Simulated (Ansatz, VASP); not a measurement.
# One calculation of Ge, two programs

```
Ge
1.0
    -2.47583    2.47583    1.35602
     2.47583   -2.47583    1.35602
     2.47583    2.47583   -1.35602
Ge
2
Direct
  0.25000 0.75000 0.50000
  0.50000 0.50000 0.00000
```

Alike in both runs: functional PBEsol; k mesh 18 × 18 × 18; occupations fermi-dirac, width 0.1 eV; no spin polarisation.

Ansatz relaxed the structure, and its values are those at the end. VASP's run is a single point on that final structure, the one shown.

```csv
,VASP,Ansatz
version,VASP 6.6.1,Ansatz 0.2.0
potentials or method,"VASP PAW PBE potentials, release 64 (Ge_d)","scalar-relativistic, plane waves, PAW"
plane-wave cutoff (eV),520,420
valence electrons in the cell,28,28
```

Ansatz gave:

- gap on the k mesh at the Fermi level (eV): none
- pressure (GPa): 9.8

Question: Which values does VASP return?

Answer: gap on the k mesh at the Fermi level (eV): none; pressure (GPa): 10.0.

A gap of «none» marks a metal or a gap that the smearing closes. The functional is the same, so the differences come from potentials, cutoffs and numerics.

Caveats: the PAW data sets were made with another functional, which shifts forces and pressure a little (VASP).
